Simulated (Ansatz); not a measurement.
NbAs:

```
Nb As
1.0
    -1.72585    1.72585    5.84000
     1.72585   -1.72585    5.84000
     1.72585    1.72585   -5.84000
Nb As
2 2
Direct
  0.50000 0.00000 0.50000
  0.75000 0.75000 0.00000
  0.91600 0.41600 0.50000
  0.16600 0.16600 0.00000
```

Base run:

| Quantity | Value |
| --- | --- |
| Program | Ansatz 0.2.0 |
| Functional | LDA |
| Potentials or basis | Ansatz PAW |
| Cutoff | 420 eV |
| Density cutoff | 1680 eV |
| k mesh | 11 × 11 × 11 |
| Occupations | fermi-dirac, width 0.05 eV |
| Spin | no spin polarisation |

Its results: band gap on the k mesh none (metal or under the smearing width); pressure -5.5 GPa; largest force 0.275 eV/Å.

Question: The run is repeated on the same cell with these changes: hubbard terms from none to Nb d U = 6 eV; hubbard projectors from none to ortho-atomic (the default). What comes out?

Answer: Band gap on the k mesh none (metal or under the smearing width); pressure -1.1 GPa; largest force 0.053 eV/Å.

Caveats: the PAW data sets come from PBE, with cores solved anew for the run's functional, which leaves a small shift of forces and pressure; U without spin polarisation on a metal has little footing (some runs); the U is typed as a test and isn't derived for this compound (some runs).

Not every run made on this cell is shown here.
